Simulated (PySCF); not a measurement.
Urea, CH4N2O.
Bonds: N1–C2, C2–N3, C2–O4 (double). Hydrogens: H5, H6 on N1; H7, H8 on N3.

Method used: PBE0-D3(BJ)/def2-SVP geometry optimisation, gas phase in PySCF.

Question: Give the optimised bond lengths and angles.

Answer: 
```tsv
bond	length (Å)	order
N1–C2, C2–N3	1.370	single
C2=O4	1.215	double
N1–H5 and 3 like bonds	1.008	single
```

Bonds in one row agree within 0.01 Å and their mean is given. Orders are formal, as drawn. A selection of angles:
```tsv
angle	degrees
C2–N1–H5	124.3
C2–N1–H6	116.7
H5–N1–H6	119.0
N1–C2–N3	115.0
N1–C2–O4	122.5
N3–C2–O4	122.6
```

The 4 heavy atoms lie in one plane (0.000 Å rms). N1 (nitrogen bound to a carbonyl carbon) is planar (angles 124.3°, 119.0° and 116.7°, sum 360.0°, 0.00 Å off the plane of its three neighbours). Of the pairs four or more bonds apart, H5···H8 is among the closest relative to their van der Waals radii: 2.37 Å, 99 % of the sum of Bondi's values.

Point group: C2v (tolerance 0.08 Å). Whether it is a minimum is left open (no frequencies).

On one thread of an Arm Neoverse N1, on a shared host, this took 16 s. These figures are those of the optimisation.

Shape of the structure used: `[NH2:1][C:2]([NH2:3])=[O:4]`: H–N1–C2–N3 0°, H–N1–C2–N3 180°, H–N3–C2–N1 180°, H–N3–C2–N1 0°.
